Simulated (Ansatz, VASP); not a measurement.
MgO: VASP beside Ansatz

```
CELL_PARAMETERS angstrom
2.62335 0.00000 0.00000
0.00000 2.62335 0.00000
0.00000 0.00000 2.62335
ATOMIC_POSITIONS crystal
Mg 0.00000 0.00000 0.00000
O 0.50000 0.50000 0.50000
```

Alike in both runs: task single point; functional PBE-based global hybrid; k mesh 4 × 4 × 4; no spin polarisation.

|  | VASP | Ansatz |
| --- | --- | --- |
| version | VASP 6.6.1 | Ansatz 0.2.0 |
| potentials or method | VASP PAW PBE potentials, release 64 (Mg, O) | plane waves |
| plane-wave cutoff (eV) | 520 | 420 |
| occupations | gaussian, width 0.01 eV | fixed |
| valence electrons in the cell | 8 | 16 |

Ansatz gave:

```
gap on the k mesh at the Fermi level (eV) : 7.43
pressure (GPa)                            : -6.8
```

Question: Which values does VASP return?

Answer: gap on the k mesh at the Fermi level (eV): 7.40; pressure (GPa): -7.3.

The two sets of potentials don't hold the same shells in valence. Ansatz warned: «stress_exchange_threshold_loose».

Caveats: the k mesh is coarse (spacing up to 0.60 Å⁻¹), so the values aren't converged; the PAW data sets were made with another functional, which shifts forces and pressure a little (VASP). A k mesh can miss the band edges.
